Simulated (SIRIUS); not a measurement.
CdF2 under changes of volume

One of the cells (13.035 Å³/atom); the others are scaled copies at fixed shape and fractional positions:

```
CELL_PARAMETERS angstrom
0.00000 2.69400 2.69400
2.69400 0.00000 2.69400
2.69400 2.69400 0.00000
ATOMIC_POSITIONS crystal
Cd 0.00000 0.00000 0.00000
F 0.75000 0.75000 0.75000
F 0.25000 0.25000 0.25000
```

```yaml
Program: SIRIUS 7.12.0
Functional: LDA
Potentials_or_basis: all-electron FP-LAPW
Cutoff: 273 eV
Basis: apw+lo standard
k_mesh: 9 × 9 × 9
Occupations: fermi-dirac, width 0.05 eV
Spin: no spin polarisation
```

```csv
volume (Å³/atom),energy over the lowest point (meV/atom),gap on the mesh (eV)
12.253,?,?
12.513,0.00,2.97
12.774,4.02,2.90
13.035,11.69,2.82
13.295,22.57,2.76
13.556,36.28,2.69
13.817,52.42,2.62
```

What does the run at 12.253 Å³/atom give?

Energy over the lowest point 0.09 meV/atom; gap on the mesh 3.05 eV.

Worked out: A Birch-Murnaghan fit of order 3 (a polynomial in V^(-2/3)) to the other rows has its minimum at 12.39 Å³/atom, just outside them, with B0 = V·E''(V) = 131 GPa and B' = 5.4. It gives 0.21 meV/atom at 12.253 Å³/atom, against the run's 0.09. A straight line through the other rows of the gap, of slope -3.52 eV per unit of ln V, extrapolates to 3.04 eV, against the run's 3.05.

Energies are extrapolated to zero smearing.

Caveats: an odd mesh through Γ misses points on the zone boundary, where band edges often lie. Spin-orbit coupling on Cd is left out.
